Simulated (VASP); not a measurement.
# H4CO in VASP: further runs

The runs below take H4CO through single point, with PBE.

Everything below comes from runs of VASP 6.6.1. Logs are shortened: lines on timing, memory, paths and dates and some standing lists are left out, and cuts for length are marked.

## (1) Starting point

The cell holds a amorphous, 36 atoms: a = 7.380 Å, b = 7.380 Å, c = 7.380 Å, α = 90.00°, β = 90.00°, γ = 90.00°.

The cell was built by a generator and needn't be a form met in nature.

## (2) Single point, PBE

Input file INCAR:

```
SYSTEM = H4CO
ALGO = Normal
EDIFF = 1E-6
ENCUT = 520
GGA = PE
ISIF = 2
ISMEAR = -1
LASPH = .TRUE.
LCHARG = .TRUE.
LELF = .TRUE.
LREAL = Auto
LVHAR = .TRUE.
LWAVE = .FALSE.
NBANDS = 66
NELM = 100
PREC = Accurate
SIGMA = 0.05
```

Input file KPOINTS:

```
k-points
0
G
  1 1 1
  0 0 0
```

Input file POSCAR:

```
H4CO
1.0
    7.3803230000      0.0000000000      0.0000000000
    0.0000000000      7.3803230000      0.0000000000
    0.0000000000      0.0000000000      7.3803230000
C O H
6 6 24
Direct
    0.5907170750      0.6662328463      0.0542847239
    0.3640507330      0.5266679032      0.6853670565
    0.4867168245      0.2078267747      0.1647792157
    0.8955002096      0.1910273243      0.7039802383
    0.1521447348      0.8905588733      0.4227606579
    0.9614282710      0.4168168337      0.2670329958
    0.6127577927      0.8450274313     -0.0182588244
    0.3472613254      0.4758046476      0.4971043496
    0.3254010659      0.1496506008      0.0737104615
    0.8899745650      0.3651798546      0.7854872512
    0.2614938498      0.7961109504      0.2951022317
    0.9754834993      0.2774317414      0.1310071819
    0.4470498036      0.6302133635      0.0347740456
    0.7389021104      0.8797678991      0.0002227977
    0.6765111442      0.5670755678     -0.0174608582
    0.6189818200      0.6622655469      0.2020110587
    0.2477444265      0.6146529457      0.7163254249
    0.4414765157      0.3876017221      0.4702941950
    0.3572995259      0.4062271547      0.7743715094
    0.4907219932      0.6013069712      0.7087844896
    0.4735590567      0.3546700070      0.1859605815
    0.3338368678      0.0172838451      0.0665627275
    0.5019124706      0.1382044976      0.2965200600
    0.6090005200      0.1821075237      0.0827860465
    0.8123102127      0.1925338497      0.5798069432
    0.9202852091      0.3455454978      0.9161031170
    1.0350873699      0.1519815914      0.6660312936
    0.8397460235      0.0851740539      0.7943913796
    0.1088662563      1.0176006612      0.3584906550
    0.3021451262      0.6824712477      0.3517870608
    0.0293224392      0.8135976685      0.4611298134
    0.2277113909      0.9236586024      0.5475670911
    0.8182681749      0.4277948847      0.3045623345
    1.1028631602      0.2367898243      0.1216605493
    1.0405338151      0.3825124800      0.3883379461
    1.0085372214      0.5485990125      0.2145496984
```

Potentials or basis: VASP PAW PBE potentials, release 64 (C, O, H).

Started as:

```bash
$ cat potpaw_PBE.64/C/POTCAR potpaw_PBE.64/O/POTCAR potpaw_PBE.64/H/POTCAR > POTCAR
$ mpirun -np 1 vasp_gam > vasp.out
```

OUTCAR:

```text
SYSTEM = H4CO
   EDIFF = 1E-6
   ENCUT = 520
   GGA = PE
   ISIF = 2
   ISMEAR = -1
   LASPH = .TRUE.
   LREAL = Auto
   NELM = 100
   PREC = Accurate

 ion  position               nearest neighbor table
   1  0.591  0.666  0.054-  13 1.10  15 1.10  16 1.11   7 1.43
   2  0.364  0.527  0.685-  20 1.10  17 1.10  19 1.11   8 1.44
   3  0.487  0.208  0.165-  21 1.10  24 1.10  23 1.11   9 1.43
   4  0.896  0.191  0.704-  25 1.10  27 1.11  28 1.11  10 1.42
   5  0.152  0.891  0.423-  29 1.10  32 1.10  31 1.11  11 1.42
   6  0.961  0.417  0.267-  33 1.10  35 1.10  36 1.10  12 1.44
   7  0.613  0.845  0.982-  14 0.98   1 1.43
   8  0.347  0.476  0.497-  18 0.97   2 1.44
   9  0.325  0.150  0.074-  22 0.98   3 1.43
  10  0.890  0.365  0.785-  26 1.00   4 1.42
  11  0.261  0.796  0.295-  30 0.98   5 1.42
  12  0.975  0.277  0.131-  34 0.99   6 1.44
  13  0.447  0.630  0.035-   1 1.10
  14  0.739  0.880  0.000-   7 0.98
  15  0.677  0.567  0.983-   1 1.10
  16  0.619  0.662  0.202-   1 1.11
  17  0.248  0.615  0.716-   2 1.10
  18  0.441  0.388  0.470-   8 0.97
[... 16 lines left out ...]
  35  0.041  0.383  0.388-   6 1.10
  36  0.009  0.549  0.215-   6 1.10

  LATTYP: Found a simple cubic cell.
 ALAT       =     7.3803230000

  Lattice vectors:

 A1 = (   7.3803230000,   0.0000000000,   0.0000000000)
 A2 = (   0.0000000000,   7.3803230000,   0.0000000000)
 A3 = (   0.0000000000,   0.0000000000,   7.3803230000)

Analysis of symmetry for initial positions (statically):
=====================================================================
 Subroutine PRICEL returns:
 Original cell was already a primitive cell.

 Routine SETGRP: Setting up the symmetry group for a
 simple cubic supercell.

 Subroutine GETGRP returns: Found  1 space group operations
 (whereof  1 operations were pure point group operations)
 out of a pool of 48 trial point group operations.

The static configuration has the point symmetry C_1 .

Analysis of symmetry for dynamics (positions and initial velocities):
=====================================================================
 Subroutine PRICEL returns:
 Original cell was already a primitive cell.

 Routine SETGRP: Setting up the symmetry group for a
 simple cubic supercell.

 Subroutine GETGRP returns: Found  1 space group operations
 (whereof  1 operations were pure point group operations)
 out of a pool of 48 trial point group operations.

The dynamic configuration has the point symmetry C_1 .

 Subroutine INISYM returns: Found  1 space group operations
 (whereof  1 operations are pure point group operations),
 and found     1 'primitive' translations

----------------------------------------------------------------------------------------

                                     Primitive cell

  volume of cell :     402.0001

  direct lattice vectors                    reciprocal lattice vectors
     7.380323000  0.000000000  0.000000000     0.135495425  0.000000000  0.000000000
     0.000000000  7.380323000  0.000000000     0.000000000  0.135495425  0.000000000
     0.000000000  0.000000000  7.380323000     0.000000000  0.000000000  0.135495425

  length of vectors
     7.380323000  7.380323000  7.380323000     0.135495425  0.135495425  0.135495425

  position of ions in fractional coordinates (direct lattice)
     0.590717075  0.666232846  0.054284724
     0.364050733  0.526667903  0.685367056
     0.486716825  0.207826775  0.164779216
     0.895500210  0.191027324  0.703980238
     0.152144735  0.890558873  0.422760658
     0.961428271  0.416816834  0.267032996
[... 28 lines left out ...]
     0.040533815  0.382512480  0.388337946
     0.008537221  0.548599012  0.214549698

  ion indices of the primitive-cell ions
   primitive index   ion index
                 1           1
                 2           2
                 3           3
                 4           4
                 5           5
                 6           6
[... 28 lines left out ...]
                35          35
                36          36

----------------------------------------------------------------------------------------

 KPOINTS: k-points

Automatic generation of k-mesh.
 Grid dimensions read from file:
 generate k-points for:    1    1    1

 Generating k-lattice:

  Cartesian coordinates                     Fractional coordinates (reciprocal lattice)
     0.135495425  0.000000000  0.000000000     1.000000000  0.000000000  0.000000000
     0.000000000  0.135495425  0.000000000     0.000000000  1.000000000  0.000000000
     0.000000000  0.000000000  0.135495425     0.000000000  0.000000000  1.000000000

  Length of vectors
     0.135495425  0.135495425  0.135495425

  Shift w.r.t. Gamma in fractional coordinates (k-lattice)
     0.000000000  0.000000000  0.000000000

 Subroutine IBZKPT returns following result:
 ===========================================

 Found      1 irreducible k-points:

 Following reciprocal coordinates:
            Coordinates               Weight
  0.000000  0.000000  0.000000      1.000000
   k-points           NKPTS =      1   k-points in BZ     NKDIM =      1   number of bands    NBANDS=     66
   number of dos      NEDOS =    301   number of ions     NIONS =     36
   total plane-waves  NPLWV = 175616
   dimension x,y,z NGX =    56 NGY =   56 NGZ =   56
   dimension x,y,z NGXF=   112 NGYF=  112 NGZF=  112
   ions per type =               6   6  24
   NGX,Y,Z   is equivalent  to a cutoff of  12.61, 12.61, 12.61 a.u.
   NGXF,Y,Z  is equivalent  to a cutoff of  25.23, 25.23, 25.23 a.u.
 SYSTEM =  H4CO
   PREC   = accura    normal or accurate (medium, high low for compatibility)
   ISTART =      0    job   : 0-new  1-cont  2-samecut
   ICHARG =      2    charge: 1-file 2-atom 10-const
   ISPIN  =      1    spin polarized calculation?
   LNONCOLLINEAR =      F non collinear calculations
   LSORBIT =      F    spin-orbit coupling
   LASPH  =      T    aspherical Exc in radial PAW
   ENCUT  =  520.0 eV  38.22 Ry    6.18 a.u.  13.72 13.72 13.72*2*pi/ulx,y,z
   NELM   =    100;   NELMIN=  2; NELMDL= -5     # of ELM steps
   EDIFF  = 0.1E-05   stopping-criterion for ELM
   LREAL  =      T    real-space projection
   EDIFFG = 0.1E-04   stopping-criterion for IOM
   NSW    =      0    number of steps for IOM
[... 5 lines left out ...]
   TEBEG  =    0.0;   TEEND  =   0.0 temperature during run
   PSTRESS=    0.0 pullay stress
   NELECT =      84.0000    total number of electrons
   NUPDOWN=      -1.0000    fix difference up-down
   EMIN   =  10.00;   EMAX   =-10.00  energy-range for DOS
   EFERMI =   0.00;   METHOD = LEGACY
   ISMEAR =    -1;   SIGMA  =   0.05  broadening in eV -4-tet -1-fermi 0-gaus
   EFERMI_NEDOS =   21; number of points for ismear=-14 and -15
   IALGO  =     38    algorithm
   IMIX   =      4    mixing-type and parameters
     AMIX     =   0.40;   BMIX     =  1.00
     AMIX_MAG =   1.60;   BMIX_MAG =  1.00
  volume/ion in A,a.u.               =      11.17        75.36
  Fermi-wavevector in a.u.,A,eV,Ry     =   0.971462  1.835797 12.840345  0.943739
  Thomas-Fermi vector in A             =   2.101681
   LORBIT       =      0    0 simple, 1 ext, 2 COOP (PROOUT), +10 PAW based schemes
   GGA     = PE    functional components
   LHFCALC =     F    Hartree Fock is set to
   AEXX    =    0.0000 exact exchange contribution
   IVDW    =     0    specifies the selected vdW correction
   LEPSILON=     F    determine dielectric tensor
   LRPA    =     F    only Hartree local field effects (RPA)
 non-spin polarized calculation
  energy-cutoff  :      520.00
  volume of cell :      402.00
 maximum number of plane-waves:      5414
 NGX is ok and might be reduce to    54
   NGX = 27   NGY = 27   NGZ = 27

 number of electron      83.9999998 magnetization

 Free energy of the ion-electron system (eV)
  ---------------------------------------------------
  ext. energy  EPLUGINS =         0.00000000
  ---------------------------------------------------
  free energy    TOTEN  =      -182.58977650 eV

  energy without entropy =     -182.58977650  energy(sigma->0) =     -182.58977650

 E-fermi :  -1.4861     XC(G=0):  -6.3489

 val. band max:       -2.7613995459   @ k =   0.0000   0.0000   0.0000
 cond. band min:       1.5913888877   @ k =   0.0000   0.0000   0.0000
 fundamental gap:      4.3527884336
 Fermi energy:        -1.4861294748

 k-point     1 :       0.0000    0.0000    0.0000
  band No.  band energies     occupation
      1     -22.9306      2.00000
      2     -22.8729      2.00000
      3     -22.5757      2.00000
      4     -22.4725      2.00000
      5     -22.2564      2.00000
      6     -21.7417      2.00000
[... 46 lines left out ...]
     53       5.1674      0.00000
     54       5.2074      0.00000
 [bands above 54 left out]

------------------------ aborting loop because EDIFF is reached ----------------------------------------

  FORCE on cell =-STRESS in cart. coord.  units (eV):
  Direction    XX          YY          ZZ          XY          YZ          ZX
  --------------------------------------------------------------------------------------
  -------------------------------------------------------------------------------------
  Total       -0.6613740      0.4406234      0.0818586     -0.0942056      0.6434630      0.1071814
  in kB       -2.6359160      1.7561112      0.3262488     -0.3754579      2.5645318      0.4271731
  external PRESSURE =      -0.1845187 kB  Pullay stress =       0.0000000 kB

 VOLUME and BASIS-vectors are now :
 -----------------------------------------------------------------------------
  energy-cutoff  :      520.00
  volume of cell :      402.00
      direct lattice vectors                 reciprocal lattice vectors
     7.380323000  0.000000000  0.000000000     0.135495425  0.000000000  0.000000000
     0.000000000  7.380323000  0.000000000     0.000000000  0.135495425  0.000000000
     0.000000000  0.000000000  7.380323000     0.000000000  0.000000000  0.135495425

 POSITION                                       TOTAL-FORCE (eV/Angst)
 -----------------------------------------------------------------------------------
      4.35968      4.91701      0.40064        -0.133194     -0.131969      0.149894
      2.68681      3.88698      5.05823        -0.095560     -0.036460      0.134102
      3.59213      1.53383      1.21612         0.095232      0.104224     -0.002165
      6.60908      1.40984      5.19560        -0.014230     -0.125278     -0.080978
      1.12288      6.57261      3.12011        -0.131478      0.082560      0.071699
      7.09565      3.07624      1.97079         0.022516     -0.029344     -0.049690
[... 28 lines left out ...]
      0.29915      2.82307      2.86606        -0.002229      0.015784     -0.002581
      0.06301      4.04884      1.58345        -0.009939     -0.005203      0.021988
 -----------------------------------------------------------------------------------
    total drift:                                0.024097     -0.010664      0.015831

  FREE ENERGIE OF THE ION-ELECTRON SYSTEM (eV)
  ---------------------------------------------------
  free  energy   TOTEN  =      -182.5897765038 eV

  energy  without entropy=     -182.5897765038  energy(sigma->0) =     -182.58977650
```

Wall time 1.7 min (1 thread of Intel Xeon Platinum 8175M at 2.50GHz (Skylake/Cascade Lake), shared host); peak memory 0.39 GiB.

Results:

```
Free energy            : -182.5898 eV
Pressure               : 0.0 GPa
Largest force          : 0.245 eV/Å
Band gap on the k mesh : 4.35 eV, direct
```

Forces on the atoms (eV/Å):
```
C   -0.133 -0.132  0.150
C   -0.096 -0.036  0.134
C    0.095  0.104 -0.002
C   -0.014 -0.125 -0.081
C   -0.131  0.083  0.072
C    0.023 -0.029 -0.050
O    0.109  0.047  0.028
O    0.007  0.017  0.016
O    0.052 -0.134  0.013
O   -0.077  0.069  0.209
O    0.074  0.003 -0.156
O   -0.229 -0.059  0.064
H    0.227  0.063  0.027
H   -0.131  0.005 -0.047
H   -0.047  0.032  0.065
H   -0.011  0.031 -0.224
H    0.108 -0.115 -0.035
H   -0.030  0.038 -0.005
H    0.026  0.153 -0.117
H   -0.017 -0.015  0.020
H    0.031 -0.098 -0.038
H   -0.036  0.061  0.027
H    0.011  0.015 -0.025
H   -0.129  0.047  0.088
H    0.069  0.001  0.065
H    0.030  0.047 -0.200
H   -0.055 -0.017  0.013
H    0.015  0.031 -0.076
H   -0.009 -0.050  0.050
H    0.004 -0.043  0.044
H    0.042  0.006 -0.015
H    0.007  0.004  0.005
H   -0.004  0.018 -0.005
H    0.233 -0.030 -0.036
H   -0.002  0.016 -0.003
H   -0.010 -0.005  0.022
```

Stress tensor (GPa, compression positive):
```
-0.26 -0.04  0.04
-0.04  0.18  0.26
 0.04  0.26  0.03
```

[end of part 1 of 2]
